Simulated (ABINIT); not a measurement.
Runs of ABINIT 10.8.3 (patched build) on C. Symmetry: Fd-3m, No. 227, cubic system. The conventional cell has a = 3.567 Å, b = 3.567 Å, c = 3.567 Å, α = 90.00°, β = 90.00°, γ = 90.00°. C (site symmetry -43m) has 4 C at 1.54 Å as nearest neighbours. This isn't the form of C at room conditions, which is graphite.

| task | level | potentials or basis | k mesh | cutoff (eV) | fine-grid cutoff | mesh quality | V0 of scaled cells (Å³/atom) | B0 (GPa) |
| --- | --- | --- | --- | --- | --- | --- | --- | --- |
| equation of state | WC | JTH PAW PBE v2.0 | 13 × 13 × 13 | 544 | 1088.46 eV | not flagged | 5.61 | 452 |
| equation of state | LDA | JTH PAW LDA v2.0 | 13 × 13 × 13 | 408 | 816.342 eV | not flagged | 5.50 | 470 |
| equation of state | PBE | Ansatz NC PBE | 13 × 13 × 13 | 1116 | - | not flagged | (a) | (b) |
| equation of state | PBE | PseudoDojo NC SR PBE v0.5 standard | 13 × 13 × 13 | 1116 | - | not flagged | 5.70 | 432 |

Alike in all rows: no spin polarisation; cell as given; smearing fermi-dirac 0.05 eV.

Q: Estimate the missing entries.

A: (a) 5.69; (b) 434.

Caveats: pressures at fixed basis lie under the slope of the energies; the atomic spheres overlap (some runs); the PAW data sets were made with another functional, which shifts forces and pressure a little (some runs).
